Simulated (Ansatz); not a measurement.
**Fe: energy of spin spirals, part 1 of 2**

Is the ferromagnetic state of Fe stable against spirals with wavevectors from Γ to Z? The runs shown use PAW.

Program: Ansatz 0.2.0. Level of theory: DFT, LDA, PAW with Ansatz's default frozen-core files, scalar-relativistic. These are calculated values, not measurements.

## 1. Starting point

Symmetry: Fmmm, No. 69, orthorhombic system. Conventional cell: a = 2.997 Å, b = 3.883 Å, c = 3.930 Å, α = 90.00°, β = 90.00°, γ = 90.00°. Fe (site symmetry mmm) has 12 Fe at 2.45 to 2.76 Å as nearest neighbours.

Structure file:

```xyz
1
Lattice="0.0000 1.9417 1.9651 1.4984 0.0000 1.9651 1.4984 1.9417 0.0000" Properties=species:S:1:pos:R:3 pbc="T T T"
Fe    0.0000    0.0000    0.0000
```

## 2. Free moments from the typed start, PAW

The input, input.yaml:

```yaml
crystal:
  lattice:
    - [0.0, 1.9417396906, 1.9651051623]
    - [1.4984397099, 0.0, 1.9651051623]
    - [1.4984397099, 1.9417396906, 0.0]
  atoms:
    - { symbol: Fe, position: [0.0, 0.0, 0.0], spin: 3.0 }
magnetization:
  spin_polarized: true
kpoints:
  mp_grid: { grid: [12, 12, 12] }
scf:
  occupations: { method: fermi_dirac, width: 0.1 }
  lower_state_search: "off"
hamiltonian:
  xc: lda
  pseudopotentials: { kind: paw }
output:
  forces: true
  stress: true
  eigenvalues: true
  write_density: true
  write_potential: true
  elf: true
  volumetric_format: npy
```

Launch:

```sh
> ansatz run input.yaml --threads 2 --pin off --max-ram 5120MiB --backend cpu --events-out ev --progress --plain --runs-dir out
```

The log of the run (excerpt; [...] marks lines left out):

```text
[...]
Pseudopotentials: kind: paw
Pseudopotential: Fe, paw, valence charge 16, recommended cutoff 420 eV (normal)
Functional definition: SPW92
[...]
Crystal: 1 atoms, lattice volume = 11.435 Å³
Basis set: ecut = 420 eV, 221 PW (Γ)
Bands: 14, of which v1, the nominal top of the filled ones, is band 8 counted from 1 (7 counted from 0)
Symmetry: 8 space group operations
Space group: Fmmm (ITA 69), of the structure as read, at distance tolerance 2.3e-5 Å
Magnetic group: BNS 69.521 (UNI 619), of the structure as read, at distance tolerance 2.3e-5 Å
k-points: 280 of 1728
[...]
Starting moments: Σ|m| = 3 μB on 1 of 1 site
[...]
SCF iter   1: F=—  HF=-4419.895540 eV  |F-HF|=—  |Δ(HF+E_count)|=         —  Δρ=7.59e-2 (↑7.59e-2 ↓3.69e-2)  dr2=4.52e-1  dr2_m=1.95e-1  M=2.345 μB ∫|m|=2.374 μB  β_m=0.30  ethr=2.82e-3  ⟨swp⟩=1.0  Hψ=49528  notcnv=0
[...]
spin-set hold released at iteration 1 (the charge has settled, or the pull on large starting moments outlasts its swing): the magnetisation degrees of freedom join the quasi-Newton model from the next iteration; the mixer history was flushed
[...]
SCF iter   9: F=-4419.874549 eV  HF=-4419.874549 eV  |F-HF|=3.64e-12  |Δ(HF+E_count)|=   1.06e-9  Δρ=6.62e-7 (↑5.55e-7 ↓6.62e-7)  dr2=2.03e-11  dr2_m=1.92e-11  M=2.164 μB ∫|m|=2.224 μB  ethr=9.79e-11  ⟨swp⟩=4.7  Hψ=34718  notcnv=0
[...]
SCF converged after 9 iterations
an eigenvalue changed by more than its tolerance at an iteration that met the thresholds in force, so the SCF went on 1 time: the last check found none over its tolerance
Magnetization: 2.1644 μB (9.0822 up, 6.9178 down)
Absolute magnetization: 2.2241 μB (∫|ρ↑−ρ↓|, with the PAW one-centre terms)
Spin contamination: 0.0238 ħ² per cell (⟨S²⟩ above its minimum at these occupations)
Per-site moments (μB) at R_I (Å): [(2.1747503146010616, 1.011733477502028)]
Free energy (F): -4419.874549 eV
[...]
E sigma→0 (E₀):  -4419.857623 eV
Entropy (-TS):   -0.033852 eV (-33.852 meV/atom)
Fermi energy:    18.040718 eV
[...]
--- Forces (eV/Å), atoms counted from 1 ---
  atom   1  Fe     0.00000000     0.00000000    -0.00000000
[...]
--- Stress (GPa, compression-positive) ---
      -23.354967       0.000000      -0.000000
        0.000000     -14.358718      -0.000000
       -0.000000      -0.000000     -16.434615
  P = ⅓ Tr σ = -18.0494 GPa (-180.494 kbar)
--- Band table (eV; the first three rows and the last of 560) ---
  k-point 0 ↑: bands = ["-69.2546", "-35.4357", "-35.4328", "-35.4214", "9.4242", "15.5534", "15.6525", "16.0148", "16.8101", "17.2263", "41.1314", "42.6226", "42.8822", "47.2225"]
[...]
```

It took 4.2 s on 2 threads of Arm Neoverse V2, shared host; peak memory 0.33 GiB.

In short: total moment 2.16 μB; site moments Fe 2.17 μB; pressure -18.05 GPa; no gap.

The fields are shown in the conventional cell of this run's space group, carried over from its grid by interpolation.

Density in a lattice plane of the grid's cell (edges 3.00 and 3.93 Å, at 0.000 of the third edge), which holds Fe.

Ten even steps from ' ' (0.22 e/Å³) to '@' (35.53 e/Å³):
```
##**--..                      ..--**
----..                          ..--
....                              ..
                                    
                                    
                                    
                ......              
              ..------..            
            ..--**##**--..          
            ::==%%@@%%==::          
            ..--**##**--..          
              ..------..            
                ......              
                                    
                                    
                                    
....                              ..
----..                          ..--
##**--..                      ..--**
@@%%==::                      ::==%%
```
Columns run along the first of these edges and rows up along the second, over one cell in 18 and 20 even steps from the bottom left corner. Atoms in the plane (fractional): Fe at (0.00, 0.00), Fe at (0.50, 0.50).

ELF in the same plane.

Ten even steps from '0' (0.15) to '9' (0.90):
```
987420001210002478
765310012221001356
432100112221100123
110001111111110001
000011000000011000
111110001110001111
221100123432100112
221001356765310012
210002478987420001
210002579997520001
210002478987420001
221001356765310012
221100123432100112
111110001110001111
000011000000011000
110001111111110001
432100112221100123
765310012221001356
987420001210002478
997520001210002579
```
Columns run along the first of these edges and rows up along the second, over one cell in 18 and 20 even steps from the bottom left corner. Atoms in the plane (fractional): Fe at (0.00, 0.00), Fe at (0.50, 0.50).

Both are smooth fields of the valence electrons: close to the nuclei they are not physical.

Spin density (up less down) in a lattice plane of the grid's cell (edges 3.00 and 3.93 Å, at 0.000 of the third edge), which holds Fe.

Values in e/Å³, 12 rows by 10 columns:
```
 2.77  1.49  0.44  0.09  0.00 -0.02  0.00  0.09  0.44  1.50
 0.51  0.28  0.09  0.02  0.00 -0.01  0.00  0.02  0.09  0.28
 0.05  0.03  0.01  0.01  0.03  0.05  0.03  0.01  0.01  0.03
-0.01  0.00  0.02  0.09  0.28  0.51  0.28  0.09  0.02  0.00
-0.02  0.00  0.09  0.44  1.49  2.77  1.50  0.44  0.09  0.00
-0.01  0.01  0.16  0.94  3.23  5.84  3.23  0.94  0.16  0.01
-0.02  0.00  0.09  0.44  1.50  2.77  1.49  0.44  0.09  0.00
-0.01  0.00  0.02  0.09  0.28  0.51  0.28  0.09  0.02  0.00
 0.05  0.03  0.01  0.01  0.03  0.05  0.03  0.01  0.01  0.03
 0.51  0.28  0.09  0.02  0.00 -0.01  0.00  0.02  0.09  0.28
 2.77  1.50  0.44  0.09  0.00 -0.02  0.00  0.09  0.44  1.49
 5.84  3.23  0.94  0.16  0.01 -0.01  0.01  0.16  0.94  3.23
```
Columns run along the first of these edges and rows up along the second, over one cell in 10 and 12 even steps from the bottom left corner. Atoms in the plane (fractional): Fe at (0.00, 0.00), Fe at (0.50, 0.50).

## 3. Spiral at q = 0, PAW

The input, input.yaml:

```yaml
crystal:
  lattice:
    - [0.0, 1.9417396906, 1.9651051623]
    - [1.4984397099, 0.0, 1.9651051623]
    - [1.4984397099, 1.9417396906, 0.0]
  atoms:
    - { symbol: Fe, position: [0.0, 0.0, 0.0], spin: 2.2, spin_axis: [1.0, 0.0, 0.0] }
magnetization:
  noncollinear: true
  spin_spiral: { q: [0.0, 0.0, 0.0] }
kpoints:
  mp_grid: { grid: [12, 12, 12] }
scf:
  occupations: { method: fermi_dirac, width: 0.1 }
  lower_state_search: "off"
hamiltonian:
  xc: lda
  pseudopotentials: { kind: paw }
output:
  eigenvalues: false
```

Launch:

```sh
> ansatz run input.yaml --threads 2 --pin off --max-ram 5120MiB --backend cpu --events-out ev --progress --plain --runs-dir out
```

The log of the run (excerpt; [...] marks lines left out):

```text
settings of this run that can trade accuracy for cost: output.eigenvalues: false. Do not mix this run's numbers with those of runs without the same settings; the input reference describes each key
[...]
Pseudopotentials: kind: paw
Pseudopotential: Fe, paw, valence charge 16, recommended cutoff 420 eV (normal)
Functional definition: SPW92
[...]
Crystal: 1 atoms, lattice volume = 11.435 Å³
Basis set: ecut = 420 eV, 221 PW (Γ)
Bands: 24, of which v1, the nominal top of the filled ones, is band 16 counted from 1 (15 counted from 0)
Symmetry: 8 space group operations
k-points: 280 of 1728
Spin spiral: q = (0, 0, 0) of the reciprocal vectors; moments are told in the frame that turns with it, a site's in that at the site
[...]
Starting moments: Σ|m| = 2.2 μB on 1 of 1 site
[...]
spin-set hold released at iteration 6 (site moments contracting): the magnetisation degrees of freedom join the quasi-Newton model from the next iteration; the mixer history was flushed
[...]
SCF iter  12: F=-4419.874550 eV  HF=-4419.874550 eV  |F-HF|=1.41e-9  |Δ(HF+E_count)|=   1.55e-7  Δρ=5.64e-6  dr2=1.76e-9  dr2_m=7.62e-10  ethr=6.25e-10  |M|=2.16e0 ∫|m|=2.22e0 μB  |m|>n=0.0e0 m-floor=0.0e0 τ_xc=1.8e-24  ⟨swp⟩=1.0  Hψ=18116  notcnv=0
[...]
SCF converged after 12 iterations
Magnetization: |M| = 2.1644 μB,  M = (+2.1644, +0.0000, +0.0000) μB
Absolute magnetization: 2.2239 μB (∫|m|, with the PAW one-centre terms)
  site 0: m = (+2.1747, +0.0000, +0.0000) μB, |m| = 2.1747 μB  (R = 1.01 Å)
Free energy (F): -4419.874550 eV
[...]
E sigma→0 (E₀):  -4419.857624 eV
Entropy (-TS):   -0.033852 eV (-33.852 meV/atom)
Fermi energy:    18.040755 eV
[...]
settings of this run that can trade accuracy for cost: output.eigenvalues: false. Do not mix this run's numbers with those of runs without the same settings; the input reference describes each key
```

Run time: 13 s. Hardware: 2 threads of Arm Neoverse V2, shared host; peak memory 0.4 GiB.

In short: moment of the cell in the turning frame 2.16 μB; moments (x, y, z) Fe (2.17, 0.00, 0.00) μB.

## 4. Spiral at 0.167 of the way from Γ to Z, PAW

input.yaml: that of step 3 with these lines changed.

```diff
@@ -9,5 +9,5 @@
   noncollinear: true
-  spin_spiral: { q: [0.0, 0.0, 0.0] }
+  spin_spiral: { q: [0.0833333333, 0.0833333333, 0.0] }
 kpoints:
-  mp_grid: { grid: [12, 12, 12] }
+  mp_grid: { grid: [12, 12, 12], shift: [0.5, 0.5, 0.0] }
 scf:
```

Launch:

```sh
> ansatz run input.yaml --threads 2 --pin off --max-ram 5120MiB --backend cpu --events-out ev --progress --plain --runs-dir out
```

The log of the run (excerpt; [...] marks lines left out):

```text
settings of this run that can trade accuracy for cost: output.eigenvalues: false. Do not mix this run's numbers with those of runs without the same settings; the input reference describes each key
[...]
Pseudopotentials: kind: paw
Pseudopotential: Fe, paw, valence charge 16, recommended cutoff 420 eV (normal)
Functional definition: SPW92
[...]
Crystal: 1 atoms, lattice volume = 11.435 Å³
Basis set: ecut = 420 eV, 221 PW (Γ)
Bands: 24, of which v1, the nominal top of the filled ones, is band 16 counted from 1 (15 counted from 0)
Symmetry: 4 space group operations
k-points: 273 of 1728
Spin spiral: q = (0.0833333333, 0.0833333333, 0) of the reciprocal vectors; moments are told in the frame that turns with it, a site's in that at the site
[...]
Starting moments: Σ|m| = 2.2 μB on 1 of 1 site
[...]
spin-set hold released at iteration 6 (site moments contracting): the magnetisation degrees of freedom join the quasi-Newton model from the next iteration; the mixer history was flushed
[...]
SCF iter  12: F=-4419.870009 eV  HF=-4419.870009 eV  |F-HF|=1.94e-9  |Δ(HF+E_count)|=   1.21e-7  Δρ=5.78e-6  dr2=2.13e-9  dr2_m=6.01e-10  ethr=6.25e-10  |M|=2.15e0 ∫|m|=2.23e0 μB  |m|>n=0.0e0 m-floor=0.0e0 τ_xc=2.6e-18  ⟨swp⟩=1.0  Hψ=17371  notcnv=0
[...]
SCF converged after 12 iterations
Magnetization: |M| = 2.1494 μB,  M = (+2.1494, -0.0000, +0.0000) μB
Absolute magnetization: 2.2263 μB (∫|m|, with the PAW one-centre terms)
  site 0: m = (+2.1689, -0.0000, +0.0000) μB, |m| = 2.1689 μB  (R = 1.01 Å)
Free energy (F): -4419.870009 eV
[...]
E sigma→0 (E₀):  -4419.852215 eV
Entropy (-TS):   -0.035589 eV (-35.589 meV/atom)
Fermi energy:    18.067360 eV
[...]
settings of this run that can trade accuracy for cost: output.eigenvalues: false. Do not mix this run's numbers with those of runs without the same settings; the input reference describes each key
```

Wall time 13 s (2 threads of Arm Neoverse V2, shared host); peak memory 0.4 GiB.

In short: moment of the cell in the turning frame 2.15 μB; moments (x, y, z) Fe (2.17, 0.00, 0.00) μB.

## 5. Spiral at 0.333 of the way from Γ to Z, PAW

input.yaml: that of step 4 with these lines changed.

```diff
@@ -9,5 +9,5 @@
   noncollinear: true
-  spin_spiral: { q: [0.0833333333, 0.0833333333, 0.0] }
+  spin_spiral: { q: [0.1666666667, 0.1666666667, 0.0] }
 kpoints:
-  mp_grid: { grid: [12, 12, 12], shift: [0.5, 0.5, 0.0] }
+  mp_grid: { grid: [12, 12, 12] }
 scf:
```

Launch:

```sh
> ansatz run input.yaml --threads 2 --pin off --max-ram 5120MiB --backend cpu --events-out ev --progress --plain --runs-dir out
```

The log of the run (excerpt; [...] marks lines left out):

```text
settings of this run that can trade accuracy for cost: output.eigenvalues: false. Do not mix this run's numbers with those of runs without the same settings; the input reference describes each key
[...]
Pseudopotentials: kind: paw
Pseudopotential: Fe, paw, valence charge 16, recommended cutoff 420 eV (normal)
Functional definition: SPW92
[...]
Crystal: 1 atoms, lattice volume = 11.435 Å³
Basis set: ecut = 420 eV, 221 PW (Γ)
Bands: 24, of which v1, the nominal top of the filled ones, is band 16 counted from 1 (15 counted from 0)
Symmetry: 4 space group operations
k-points: 280 of 1728
Spin spiral: q = (0.1666666667, 0.1666666667, 0) of the reciprocal vectors; moments are told in the frame that turns with it, a site's in that at the site
[...]
Starting moments: Σ|m| = 2.2 μB on 1 of 1 site
[...]
spin-set hold released at iteration 4 (site moments contracting): the magnetisation degrees of freedom join the quasi-Newton model from the next iteration; the mixer history was flushed
[...]
SCF iter  10: F=-4419.862055 eV  HF=-4419.862055 eV  |F-HF|=9.00e-9  |Δ(HF+E_count)|=   1.18e-7  Δρ=1.86e-5  dr2=1.08e-8  dr2_m=3.18e-9  ethr=6.25e-10  |M|=2.10e0 ∫|m|=2.22e0 μB  |m|>n=0.0e0 m-floor=0.0e0 τ_xc=4.8e-18  ⟨swp⟩=2.4  Hψ=21525  notcnv=0
[...]
SCF converged after 10 iterations
Magnetization: |M| = 2.1045 μB,  M = (+2.1045, +0.0000, +0.0000) μB
Absolute magnetization: 2.2211 μB (∫|m|, with the PAW one-centre terms)
  site 0: m = (+2.1514, +0.0000, +0.0000) μB, |m| = 2.1514 μB  (R = 1.01 Å)
Free energy (F): -4419.862055 eV
[...]
E sigma→0 (E₀):  -4419.845087 eV
Entropy (-TS):   -0.033936 eV (-33.936 meV/atom)
Fermi energy:    18.143083 eV
[...]
settings of this run that can trade accuracy for cost: output.eigenvalues: false. Do not mix this run's numbers with those of runs without the same settings; the input reference describes each key
```

Run time: 12 s. Hardware: 2 threads of Arm Neoverse V2, shared host; peak memory 0.4 GiB.

In short: moment of the cell in the turning frame 2.10 μB; moments (x, y, z) Fe (2.15, 0.00, 0.00) μB.

## 6. Spiral at 0.5 of the way from Γ to Z, PAW

input.yaml: that of step 5 with these lines changed.

```diff
@@ -9,5 +9,5 @@
   noncollinear: true
-  spin_spiral: { q: [0.1666666667, 0.1666666667, 0.0] }
+  spin_spiral: { q: [0.25, 0.25, 0.0] }
 kpoints:
-  mp_grid: { grid: [12, 12, 12] }
+  mp_grid: { grid: [12, 12, 12], shift: [0.5, 0.5, 0.0] }
 scf:
```

Launch:

```sh
> ansatz run input.yaml --threads 2 --pin off --max-ram 5120MiB --backend cpu --events-out ev --progress --plain --runs-dir out
```

The log of the run (excerpt; [...] marks lines left out):

```text
settings of this run that can trade accuracy for cost: output.eigenvalues: false. Do not mix this run's numbers with those of runs without the same settings; the input reference describes each key
[...]
Pseudopotentials: kind: paw
Pseudopotential: Fe, paw, valence charge 16, recommended cutoff 420 eV (normal)
Functional definition: SPW92
[...]
Crystal: 1 atoms, lattice volume = 11.435 Å³
Basis set: ecut = 420 eV, 221 PW (Γ)
Bands: 24, of which v1, the nominal top of the filled ones, is band 16 counted from 1 (15 counted from 0)
Symmetry: 4 space group operations
k-points: 273 of 1728
Spin spiral: q = (0.25, 0.25, 0) of the reciprocal vectors; moments are told in the frame that turns with it, a site's in that at the site
[...]
Starting moments: Σ|m| = 2.2 μB on 1 of 1 site
[...]
spin-set hold released at iteration 4 (site moments contracting): the magnetisation degrees of freedom join the quasi-Newton model from the next iteration; the mixer history was flushed
[...]
SCF iter  11: F=-4419.838023 eV  HF=-4419.838023 eV  |F-HF|=3.38e-10  |Δ(HF+E_count)|=   2.27e-8  Δρ=7.63e-6  dr2=5.65e-10  dr2_m=1.56e-9  ethr=6.25e-10  |M|=1.98e0 ∫|m|=2.14e0 μB  |m|>n=0.0e0 m-floor=0.0e0 τ_xc=5.6e-18  ⟨swp⟩=3.0  Hψ=16424  notcnv=0
[...]
SCF converged after 11 iterations
Magnetization: |M| = 1.9820 μB,  M = (+1.9820, +0.0000, +0.0000) μB
Absolute magnetization: 2.1445 μB (∫|m|, with the PAW one-centre terms)
  site 0: m = (+2.0688, +0.0000, +0.0000) μB, |m| = 2.0688 μB  (R = 1.01 Å)
Free energy (F): -4419.838023 eV
[...]
E sigma→0 (E₀):  -4419.820134 eV
Entropy (-TS):   -0.035778 eV (-35.778 meV/atom)
Fermi energy:    18.215968 eV
[...]
settings of this run that can trade accuracy for cost: output.eigenvalues: false. Do not mix this run's numbers with those of runs without the same settings; the input reference describes each key
```

Run time: 12 s. Hardware: 2 threads of Arm Neoverse V2, shared host; peak memory 0.41 GiB.

Result: moment of the cell in the turning frame 1.98 μB; moments (x, y, z) Fe (2.07, 0.00, 0.00) μB.

## 7. Spiral at 0.667 of the way from Γ to Z, PAW

input.yaml: that of step 6 with these lines changed.

```diff
@@ -9,5 +9,5 @@
   noncollinear: true
-  spin_spiral: { q: [0.25, 0.25, 0.0] }
+  spin_spiral: { q: [0.3333333333, 0.3333333333, 0.0] }
 kpoints:
-  mp_grid: { grid: [12, 12, 12], shift: [0.5, 0.5, 0.0] }
+  mp_grid: { grid: [12, 12, 12] }
 scf:
```

Launch:

```sh
> ansatz run input.yaml --threads 2 --pin off --max-ram 5120MiB --backend cpu --events-out ev --progress --plain --runs-dir out
```

The log of the run (excerpt; [...] marks lines left out):

```text
settings of this run that can trade accuracy for cost: output.eigenvalues: false. Do not mix this run's numbers with those of runs without the same settings; the input reference describes each key
[...]
Pseudopotentials: kind: paw
Pseudopotential: Fe, paw, valence charge 16, recommended cutoff 420 eV (normal)
Functional definition: SPW92
[...]
Crystal: 1 atoms, lattice volume = 11.435 Å³
Basis set: ecut = 420 eV, 221 PW (Γ)
Bands: 24, of which v1, the nominal top of the filled ones, is band 16 counted from 1 (15 counted from 0)
Symmetry: 4 space group operations
k-points: 280 of 1728
Spin spiral: q = (0.3333333333, 0.3333333333, 0) of the reciprocal vectors; moments are told in the frame that turns with it, a site's in that at the site
[...]
Starting moments: Σ|m| = 2.2 μB on 1 of 1 site
[...]
spin-set hold released at iteration 6 (site moments contracting): the magnetisation degrees of freedom join the quasi-Newton model from the next iteration; the mixer history was flushed
[...]
SCF iter  11: F=-4419.796400 eV  HF=-4419.796400 eV  |F-HF|=1.26e-10  |Δ(HF+E_count)|=   1.68e-7  Δρ=1.25e-5  dr2=1.85e-9  dr2_m=4.47e-9  ethr=2.88e-10  |M|=1.82e0 ∫|m|=2.02e0 μB  |m|>n=0.0e0 m-floor=0.0e0 τ_xc=5.9e-18  ⟨swp⟩=3.0  Hψ=16854  notcnv=0
[...]
SCF converged after 11 iterations
Magnetization: |M| = 1.8214 μB,  M = (+1.8214, +0.0000, +0.0000) μB
Absolute magnetization: 2.0237 μB (∫|m|, with the PAW one-centre terms)
  site 0: m = (+1.9505, +0.0000, +0.0000) μB, |m| = 1.9505 μB  (R = 1.01 Å)
Free energy (F): -4419.796400 eV
[...]
E sigma→0 (E₀):  -4419.776255 eV
Entropy (-TS):   -0.040290 eV (-40.290 meV/atom)
Fermi energy:    18.239196 eV
[...]
settings of this run that can trade accuracy for cost: output.eigenvalues: false. Do not mix this run's numbers with those of runs without the same settings; the input reference describes each key
```

Wall time 14 s (2 threads of Arm Neoverse V2, shared host); peak memory 0.41 GiB.

In short: moment of the cell in the turning frame 1.82 μB; moments (x, y, z) Fe (1.95, 0.00, 0.00) μB.

(Continued in part 2 of 2.)
